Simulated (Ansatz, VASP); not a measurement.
# HgTe: VASP beside Ansatz

One calculation is typed for both programs; each brings its own data sets and cutoff. How far apart do they land? The cell is taken from a series of VASP runs on this material, whose earlier steps may have relaxed, scaled or displaced it; both programs get it as it stands.

Main program and level: Ansatz 0.2.0; plane waves, with VASP 6.6.1 beside it; zone-centre phonons at PBE and zone-centre phonons at PBEsol with D3(BJ).

## 1. The structure

The structure is cubic, space group F-43m (No. 216). The conventional cell has a = 6.655 Å, b = 6.655 Å, c = 6.655 Å, α = 90.00°, β = 90.00°, γ = 90.00°. Nearest to Hg lie 4 Te at 2.88 Å. Te has 4 Hg at 2.88 Å nearest. Farther neighbours and most contacts between anions are not listed.

## 2. VASP: zone-centre phonons, PBE

Second derivatives magnify differences that forces hide, and they need a tight electronic threshold.

Lines of VASP's logs that name or quote its potential files are left out, and so is its time.

File INCAR:

```
SYSTEM = HgTe
PREC = Accurate
ENCUT = 450
EDIFF = 1E-08
NELM = 100
ISMEAR = 1
SIGMA = 0.15
LREAL = .FALSE.
ALGO = Normal
GGA = PE
NBANDS = 15
LORBIT = 11
LWAVE = .FALSE.
LCHARG = .FALSE.
KPAR = 2
IBRION = 8
ISIF = 2
```

File POSCAR:

```
HgTe
1.0
    0.0000000000      3.3277416017      3.3277416017
    3.3277416017      0.0000000000      3.3277416017
    3.3277416017      3.3277416017      0.0000000000
Hg Te
1 1
Direct
    0.0000000000      0.0000000000      0.0000000000
    0.7500000000      0.7500000000      0.7500000000
```

File KPOINTS:

```
Automatic mesh
0
Gamma
10 10 10
0 0 0
```

The projector-augmented-wave data sets are Hg and Te (PBE family, release 64).

The run is started by

```sh
mpirun -np 2 vasp_std
```

Numbers of over 12 decimals in the logs are rounded to 6 here.

What it wrote:

```text
[banner, memory and clock lines left out]
running    2 mpi-ranks, on    1 nodes
 distrk:  each k-point on    1 cores,    2 groups
 distr:  one band on    1 cores,    1 groups

 POSCAR found type information on POSCAR HgTe
 POSCAR found :  2 types and       2 ions
 LDA part: xc-table for (Slater+PW92), standard interpolation
 POSCAR, INCAR and KPOINTS ok, starting setup
 FFT: planning ... GRIDC
 FFT: planning ... GRID_SOFT
 FFT: planning ... GRID
 WAVECAR not read
 entering main loop
       N       E                     dE             d eps       ncg     rms          rms(c)
DAV:   1     0.922551477512E+02    0.92255E+02   -0.73104E+03  1426   0.909E+02
DAV:   2    -0.470630453020E+00   -0.92726E+02   -0.87632E+02  1606   0.220E+02
DAV:   3    -0.381897731599E+01   -0.33483E+01   -0.33396E+01  1732   0.437E+01
DAV:   4    -0.385190272749E+01   -0.32925E-01   -0.32923E-01  2079   0.387E+00
DAV:   5    -0.385198328505E+01   -0.80558E-04   -0.80557E-04  1830   0.183E-01    0.632E+00
DAV:   6    -0.365665709088E+01    0.19533E+00   -0.40809E-01  1501   0.838E+00    0.518E+00
DAV:   7    -0.365108666071E+01    0.55704E-02   -0.90068E-02  1536   0.206E+00    0.204E+00
DAV:   8    -0.365062646713E+01    0.46019E-03   -0.84359E-03  1606   0.107E+00    0.496E-01
DAV:   9    -0.365065485985E+01   -0.28393E-04   -0.74286E-04  1781   0.306E-01    0.938E-02
DAV:  10    -0.365068471851E+01   -0.29859E-04   -0.87412E-05  1614   0.847E-02    0.461E-02
DAV:  11    -0.365069887420E+01   -0.14156E-04   -0.25866E-05  1599   0.351E-02    0.201E-02
DAV:  12    -0.365069820446E+01    0.66974E-06   -0.32049E-06  1676   0.119E-02    0.132E-02
DAV:  13    -0.365069818896E+01    0.15504E-07   -0.24636E-07  1725   0.326E-03    0.663E-03
DAV:  14    -0.365069810877E+01    0.80189E-07   -0.24994E-07  1466   0.448E-03    0.265E-03
DAV:  15    -0.365069812479E+01   -0.16020E-07   -0.20732E-08  1858   0.113E-03    0.182E-03
DAV:  16    -0.365069817033E+01   -0.45544E-07   -0.18247E-09  1125   0.278E-04    0.303E-04
DAV:  17    -0.365069815898E+01    0.11351E-07   -0.62718E-10   796   0.156E-04    0.931E-05
DAV:  18    -0.365069816246E+01   -0.34815E-08   -0.13199E-10   747   0.727E-05
   1 F= -.36506982E+01 E0= -.36507983E+01  d E =0.300497E-03
 Linear response reoptimize wavefunctions to high precision
DAV:   1    -0.365069816286E+01   -0.39745E-09   -0.25711E-11   936   0.329E-05
DAV:   2    -0.365069816279E+01    0.67303E-10   -0.38421E-12   768   0.133E-05
 Linear response DOF=           2
 Linear response progress:
  Degree of freedom:   1/  2
       N       E                     dE             d eps       ncg     rms          rms(c)
RMM:   1    -0.381444113549E+00   -0.38144E+00   -0.15521E-01  8416   0.273E+00
RMM:   2    -0.380278921358E+00    0.11652E-02   -0.15618E-03  7837   0.278E-01    0.106E-01
RMM:   3    -0.379796661077E+00    0.48226E-03   -0.53842E-05  8593   0.448E-02    0.633E-02
RMM:   4    -0.379281894645E+00    0.51477E-03   -0.41234E-05  8248   0.360E-02    0.113E-02
RMM:   5    -0.379257375888E+00    0.24519E-04   -0.17574E-06  8762   0.855E-03    0.162E-03
RMM:   6    -0.379267044222E+00   -0.96683E-05   -0.38081E-08  8991   0.124E-03    0.638E-04
RMM:   7    -0.379266845715E+00    0.19851E-06   -0.46810E-08  8439   0.100E-03    0.168E-04
RMM:   8    -0.379266454429E+00    0.39129E-06   -0.44003E-09  9006   0.217E-04    0.561E-05
RMM:   9    -0.379267025902E+00   -0.57147E-06   -0.29601E-09  8266   0.158E-04    0.105E-05
RMM:  10    -0.379267032569E+00   -0.66667E-08   -0.24990E-10  9251   0.212E-05    0.543E-06
 first order change of Fermi-energy  -0.94473E-04
 force on displaced ion       1 direction 1 :  -2.694   0.000   0.000
 Linear response progress:
  Degree of freedom:   2/  2
       N       E                     dE             d eps       ncg     rms          rms(c)
RMM:   1    -0.475838706550E-01   -0.47584E-01    0.63104E-02 12535   0.982E-01
RMM:   2    -0.481748923338E-01   -0.59102E-03   -0.16456E-03  7976   0.255E-01    0.109E-01
RMM:   3    -0.482334289667E-01   -0.58537E-04   -0.10344E-04  8275   0.601E-02    0.677E-02
RMM:   4    -0.483660867332E-01   -0.13266E-03   -0.30198E-05  8281   0.351E-02    0.869E-03
RMM:   5    -0.483842220200E-01   -0.18135E-04   -0.12762E-06  8490   0.657E-03    0.444E-03
RMM:   6    -0.483916633652E-01   -0.74413E-05   -0.11371E-07  8287   0.266E-03    0.123E-03
RMM:   7    -0.483908614447E-01    0.80192E-06    0.24835E-08  8414   0.763E-04    0.475E-04
RMM:   8    -0.483918555938E-01   -0.99415E-06   -0.43164E-09  8403   0.388E-04    0.735E-05
RMM:   9    -0.483920841093E-01   -0.22852E-06   -0.63741E-09  7585   0.146E-04    0.332E-05
RMM:  10    -0.483921515933E-01   -0.67484E-07    0.37133E-10  8673   0.483E-05    0.104E-05
RMM:  11    -0.483921681191E-01   -0.16526E-07   -0.93900E-10  8795   0.162E-05    0.199E-06
RMM:  12    -0.483921667810E-01    0.13381E-08    0.39657E-09  8028   0.487E-06    0.116E-06
 first order change of Fermi-energy   0.32450E-03
 force on displaced ion       2 direction 1 :  -2.694   0.000   0.000
 Linear response finished
```

Parts of OUTCAR (step 2):

```text
ion  position               nearest neighbor table
   1  0.000  0.000  0.000-   2 2.88   2 2.88   2 2.88   2 2.88
   2  0.750  0.750  0.750-   1 2.88   1 2.88   1 2.88   1 2.88

  LATTYP: Found a face centered cubic cell.
 ALAT       =     6.6554832034

 Subroutine GETGRP returns: Found 24 space group operations
 (whereof 24 operations were pure point group operations)

The static configuration has the point symmetry T_d .

 Found     47 irreducible k-points:

   k-points           NKPTS =     47   k-points in BZ     NKDIM =     47   number of bands    NBANDS=     15

   dimension x,y,z NGX =    36 NGY =   36 NGZ =   36
   dimension x,y,z NGXF=    72 NGYF=   72 NGZF=   72

   ENCUT  =  450.0 eV  33.07 Ry    5.75 a.u.   8.14  8.14  8.14*2*pi/ulx,y,z

   NELECT =      18.0000    total number of electrons

 k-points in reciprocal lattice and weights: Automatic mesh
   0.00000000  0.00000000  0.00000000       0.001
   0.10000000  0.00000000  0.00000000       0.008
   0.20000000  0.00000000  0.00000000       0.008
   0.30000000  0.00000000  0.00000000       0.008
   0.40000000  0.00000000  0.00000000       0.008
   0.50000000  0.00000000  0.00000000       0.004
   0.10000000  0.10000000  0.00000000       0.006
   0.20000000  0.10000000  0.00000000       0.024
   0.30000000  0.10000000  0.00000000       0.024
[...]
-0.30000000  0.40000000  0.20000000       0.024
  -0.30000000  0.50000000  0.20000000       0.012

 average (electrostatic) potential at core
       1 -40.9209       2 -91.9950

  Total        0.0028493      0.0028493      0.0028493      0.0000000      0.0000000     -0.0000000
  in kB        0.0619388      0.0619388      0.0619388      0.0000000      0.0000000     -0.0000000
  external PRESSURE =       0.0619388 kB  Pullay stress =       0.0000000 kB

  energy-cutoff  :      450.00
  volume of cell :       73.70
      direct lattice vectors                 reciprocal lattice vectors
     0.000000000  3.327741602  3.327741602    -0.150252051  0.150252051  0.150252051
     3.327741602  0.000000000  3.327741602     0.150252051 -0.150252051  0.150252051
     3.327741602  3.327741602  0.000000000     0.150252051  0.150252051 -0.150252051

 POSITION                                       TOTAL-FORCE (eV/Angst)
 -----------------------------------------------------------------------------------
      0.00000      0.00000      0.00000        -0.000000      0.000000      0.000000
      4.99161      4.99161      4.99161         0.000000     -0.000000     -0.000000
 -----------------------------------------------------------------------------------
    total drift:                                0.000000      0.000000      0.000000

 Eigenvectors and eigenvalues of the dynamical matrix
 ----------------------------------------------------

   1 f  =    2.905624 THz    18.256573 2PiTHz   96.921178 cm-1    12.016689 meV
             X         Y         Z           dx          dy          dz
      0.000000  0.000000  0.000000    -0.623584    0.000000    0.000000
      4.991612  4.991612  4.991612     0.781757    0.000000    0.000000

   2 f  =    2.905624 THz    18.256573 2PiTHz   96.921178 cm-1    12.016689 meV
             X         Y         Z           dx          dy          dz
      0.000000  0.000000  0.000000     0.000000   -0.623584    0.000000
      4.991612  4.991612  4.991612     0.000000    0.781757    0.000000

   3 f  =    2.905624 THz    18.256573 2PiTHz   96.921178 cm-1    12.016689 meV
             X         Y         Z           dx          dy          dz
      0.000000  0.000000  0.000000     0.000000    0.000000   -0.623584
      4.991612  4.991612  4.991612     0.000000    0.000000    0.781757

   4 f/i=    0.000171 THz     0.001073 2PiTHz    0.005696 cm-1     0.000706 meV
             X         Y         Z           dx          dy          dz
      0.000000  0.000000  0.000000    -0.781757    0.000000    0.000000
      4.991612  4.991612  4.991612    -0.623584    0.000000    0.000000

   5 f/i=    0.000171 THz     0.001073 2PiTHz    0.005696 cm-1     0.000706 meV
             X         Y         Z           dx          dy          dz
      0.000000  0.000000  0.000000     0.000000    0.781757    0.000000
      4.991612  4.991612  4.991612     0.000000    0.623584    0.000000

   6 f/i=    0.000171 THz     0.001073 2PiTHz    0.005696 cm-1     0.000706 meV
             X         Y         Z           dx          dy          dz
      0.000000  0.000000  0.000000     0.000000    0.000000    0.781757
      4.991612  4.991612  4.991612     0.000000    0.000000    0.623584

 ELASTIC MODULI CONTR FROM IONIC RELAXATION (kBar)
 Direction    XX          YY          ZZ          XY          YZ          ZX
 --------------------------------------------------------------------------------
 XX          -0.0000     -0.0000     -0.0000     -0.0000     -0.0000     -0.0000
 YY          -0.0000     -0.0000     -0.0000     -0.0000     -0.0000      0.0000
 ZZ          -0.0000     -0.0000     -0.0000     -0.0000     -0.0000     -0.0000
 XY          -0.0000     -0.0000     -0.0000    -91.4626      0.0000      0.0000
 YZ          -0.0000     -0.0000     -0.0000      0.0000    -91.4626     -0.0000
 ZX          -0.0000      0.0000     -0.0000      0.0000     -0.0000    -91.4626
 --------------------------------------------------------------------------------
```

## 3. Ansatz: zone-centre phonons, PBE

Ansatz runs on its default PAW (the set named soft_2) files.

The same cell, functional, mesh and smearing now go to Ansatz, which takes its cutoff from its data sets.

File input.yaml:

```yaml
crystal:
  lattice:
    - [0.0, 3.3277416017, 3.3277416017]
    - [3.3277416017, 0.0, 3.3277416017]
    - [3.3277416017, 3.3277416017, 0.0]
  atoms:
    - { symbol: Hg, position: [0.0, 0.0, 0.0] }
    - { symbol: Te, position: [0.75, 0.75, 0.75] }
hamiltonian:
  xc: pbe
  pseudopotentials: { kind: paw }
kpoints:
  mp_grid: { grid: [10, 10, 10] }
scf:
  occupations: { method: methfessel_paxton, width: 0.15 }
phonons:
  method: dfpt
  qpoints: [[0, 0, 0]]
```

The run is started by

```sh
ansatz run input.yaml --threads 4 --pin off --max-ram 9216MiB --backend cpu --events-out ev --progress --plain --runs-dir out
```

What it wrote:

```text
zone centre: on kpoints.mp_grid the ground state, and the responses unless they are solved on pairs of k-points, stand on 102 of the mesh's 1000 k-points, reduced under 8 symmetry operations, with k and −k counted as one. Each operation leaves every solved displacement unchanged or reverses it
Engine: ansatz 0.2.0, aarch64-unknown-linux-gnu
Pseudopotentials: kind: paw
Pseudopotential: Hg, paw, valence charge 20, recommended cutoff 420 eV (normal), Hg.paw.azcp
Pseudopotential: Te, paw, valence charge 16, recommended cutoff 420 eV (normal), Te.paw.azcp
Functional definition: PBE
  parameter kappa = 0.804
  parameter beta = 0.066725
  exchange = pbe_x(kappa = kappa, mu = beta*pi^2/3)
  correlation = pbe_c(beta = beta)
Crystal: 2 atoms, lattice volume = 73.702 Å³
Basis set: ecut = 420 eV, 1459 PW (Γ), exchange–correlation on 64×64×64 points (8 copies of the dense FFT grid, shifted against one another)
Bands: 22, of which v1, the nominal top of the filled ones, is band 18 counted from 1 (17 counted from 0)
Symmetry: 24 space group operations
k-points: 102 of 1000 (irreducible under 8 space group operations, time reversal used)
Non-local potential: Hg, projectors of the file, l = 0: 3, l = 1: 2, l = 2: 2, l = 3: 1
Non-local potential: Te, projectors of the file, l = 0: 2, l = 1: 2, l = 2: 2, l = 3: 2
PAW form: soft (Blöchl's): semilocal exchange-correlation on the pseudo side does not see the compensation charge
PAW one-centre angular grid: Hg, 590 points (default); XC on 64 Gauss nodes
PAW one-centre angular grid: Te, 590 points (default); XC on 64 Gauss nodes
Initial density: superposition of atomic densities (neutral atoms: chi_scale 0, normalization atom), corrected by the library's trained network
Initial wavefunctions: pseudopotential atomic-orbital guess
Functional: x = pbe(κ = 0.804, μ = 0.219515), c = pbe(β = 0.066725)
SCF iter   1: F=—  HF=-20793.748851 eV  |F-HF|=—  |Δ(HF+E_count)|=         —  Δρ=1.20e-3  dr2=2.48e-3  ethr=1.77e-3  ⟨swp⟩=5.9  Hψ=10359  notcnv=0
preconditioner: auto → none  [insulator: Δε(μ)=0.436 eV  Ē_g=10.216 eV  σ=0.150 eV  W_gap=0.60  n_scr=14 (ndim 8)  ℏωp=18.4 eV  f_vac=0.207  D(μ)=0.10/eV (n_scr^D=0)  ε∞_Penn≈4.2]
SCF iter   2: F=—  HF=-20793.748793 eV  |F-HF|=—  |Δ(HF+E_count)|=   5.77e-5  S|Δr|=    0.00e0  Δρ=5.45e-4  dr2=2.62e-4  ethr=6.88e-6  ⟨swp⟩=2.3  Hψ=4101  notcnv=0
SCF iter   3: F=—  HF=-20793.748898 eV  |F-HF|=—  |Δ(HF+E_count)|=   1.05e-4  S|Δr|=    0.00e0  Δρ=2.06e-4  dr2=2.95e-5  ethr=7.28e-7  ⟨swp⟩=2.0  Hψ=3061  notcnv=0
SCF iter   4: F=—  HF=-20793.748992 eV  |F-HF|=—  |Δ(HF+E_count)|=   9.45e-5  S|Δr|=    0.00e0  Δρ=7.77e-5  dr2=4.67e-6  ethr=8.21e-8  ⟨swp⟩=2.0  Hψ=3156  notcnv=0
SCF iter   5: F=—  HF=-20793.749012 eV  |F-HF|=—  |Δ(HF+E_count)|=   1.92e-5  S|Δr|=    0.00e0  Δρ=1.54e-5  dr2=1.54e-7  ethr=1.30e-8  ⟨swp⟩=2.0  Hψ=3167  notcnv=0
SCF iter   6: F=—  HF=-20793.749014 eV  |F-HF|=—  |Δ(HF+E_count)|=   2.02e-6  S|Δr|=    0.00e0  Δρ=2.17e-6  dr2=4.41e-9  ethr=4.27e-10  ⟨swp⟩=2.5  Hψ=3210  notcnv=0
SCF iter   7: F=—  HF=-20793.749014 eV  |F-HF|=—  |Δ(HF+E_count)|=   3.20e-8  S|Δr|=    0.00e0  Δρ=4.31e-7  dr2=1.35e-10  ethr=1.22e-11  ⟨swp⟩=2.9  Hψ=4234  notcnv=0
SCF iter   8: F=-20793.749014 eV  HF=-20793.749014 eV  |F-HF|=7.28e-12  |Δ(HF+E_count)|=  5.13e-10  S|Δr|=    0.00e0  Δρ=7.16e-8  dr2=2.41e-12  ethr=1.00e-12  ⟨swp⟩=7.1  Hψ=10535  notcnv=0
SCF 1 converged in 8 iterations: F = -20793.749014 eV  dr2 = 2.41e-12
  greatest PAW one-centre occupation: 1.000 electrons in one spin orbital (limit 2), on the Hg atom at site 0 (counted from 0), in its partial waves of l = 0
DFPT response loops at Γ: preconditioner auto → none (partly filled bands, converged f_vac=0.205); β = 0.50; Broyden in place of MSR1
SCF converged after 8 iterations
Stability not checked: this state was not tested for a lower state beside it, because cold or Methfessel-Paxton smearing, or corrected tetrahedra, fill the levels in a way that the test cannot read (fill_not_monotonic; see scf.lower_state_search)
Free energy (F): -20793.749014 eV
Harris-Foulkes:  -20793.749014 eV  (|F-HF|=7.28e-12)
Internal energy: -20793.749315 eV  (E = F + TS)
E sigma→0 (E₀):  -20793.749089 eV
Entropy (-TS):   0.000301 eV (0.151 meV/atom)
Fermi energy:    7.403171 eV
Step filling:    the computed levels leave a gap of 0.0000 eV = 0.0 smearing widths at the electron count; against every level under it full and every level over it empty, smearing changes F+E_penalty+E_count by +0.140 meV and its σ→0 estimate by +0.065 meV
--- Per-component energies (eV) ---
  E_band       = -807.900833
  E_kinetic    = 782.717794
  E_local      = -4991.986659  (includes V_loc(G=0)·N_el)
  E_nonlocal   = -237.671476
  E_hartree    = 2412.656267
  E_xc         = -343.838393
  E_vxc        = -365.231800  (∫ρ·V_xc dr)
  E_paw        = -14606.750504  (= ΣΔE_a)
  E_vpaw       = -821.042011  (= ΣTr[D̂ρ^β])
  E_aug_tail   = 0.000728  (compensation charges beyond the density's cutoff)
  E_ewald      = -3808.877072
  E_smearing   = 0.000301  (= −TS)
  E_closure    = -0.000000  (closes the sum)
  Σ components = -20793.749014   (vs F -20793.749014, Δ=0.00e0)
--- Band table (eV; the first three rows and the last of 102) ---
  k-point 0: bands = [... 14 lower, 0.9367, 6.4656, 7.3847, 7.3847, 7.3847, 11.7753, 11.7753, 11.7753]
  k-point 1: bands = [... 14 lower, 0.9357, 5.7966, 7.2904, 7.2904, 7.8273, 11.6549, 11.9103, 11.9103]
  k-point 2: bands = [... 14 lower, 0.9351, 4.7484, 7.0639, 7.0639, 8.1701, 11.8844, 12.2051, 12.2051]
  k-point 101: bands = [... 14 lower, 1.4091, 2.3820, 5.1861, 5.2241, 10.1657, 11.5906, 13.2071, 13.8221]
--- Phonons (Γ-DFPT): 2 representative perturbations + reference, on 102 of 1000 k-points (Σ response iterations 6) ---
  k mesh reduced under 8 symmetry operations, with k and −k counted as one. Each operation leaves every solved displacement unchanged or reverses it
  ASR residual: 4.177e-5 → 0.000e0 eV/Å²; symmetrization residual: 8.049e-5 eV/Å²
  ASR residual per site (eV/Å²): 4.18e-5 3.64e-5
  Γ frequencies (cm⁻¹): 0.00 0.00 0.00 95.71 95.71 95.71
  non-analytic LO–TO correction: not included (Born effective charges unavailable; polar crystals: no LO–TO splitting at Γ)
--- Phonons (arbitrary-q DFPT): 1 explicit q-point ---
  q = [0, 0, 0] (of the zone-centre solve; hermiticity 6.13e-5, symmetrization 6.85e-13): -0.00 -0.00 0.00 95.71 95.71 95.71
  sum rule: each row above includes the acoustic sum rule's correction from the zone centre's row sums; it moved no ω² by more than (0.28 cm⁻¹)²
```

Wall time 27 s (4 threads of Arm Neoverse N1, shared host); peak memory 0.72 GiB.

In the SCF lines HF is the Harris–Foulkes energy and dr2 the Hartree energy of the density residual, in eV; the loop may stop once dr2 is under the threshold and the program's other checks hold. Hψ counts applications of the Hamiltonian.

## 4. Side by side

Known differences besides the potentials themselves: the data sets hold 36 valence electrons in Ansatz (default PAW (the set named soft_2) files) and 18 in VASP; the cutoff is 420 eV in Ansatz and 450 eV in VASP; VASP leaves aspherical gradient terms in its spheres out (LASPH is not set), Ansatz keeps them. Total energies have different zeros and are not compared.

Both answers:

| quantity | Ansatz | VASP | difference |
| --- | --- | --- | --- |
| optical mode 1 to 3 (cm⁻¹) | 95.7 | 96.9 | -1.25 % |

Modes are paired by rising frequency and degeneracy, not by their patterns, so a pair may still set unlike modes beside each other.

[end of part 1 of 2]

[Lines on the potential files, build, host, timing and source positions are cut from VASP's logs without a mark.]

[Logs are printed without paths, hosts, clocks, repeated set-up lines and the standing remarks that a program may print on its own settings, such as how far it seeks lower states.]

[Hosts, paths, dates, database ids (printed as entryN), source tags and the programs' standing remarks are cut or masked in the printed files.]
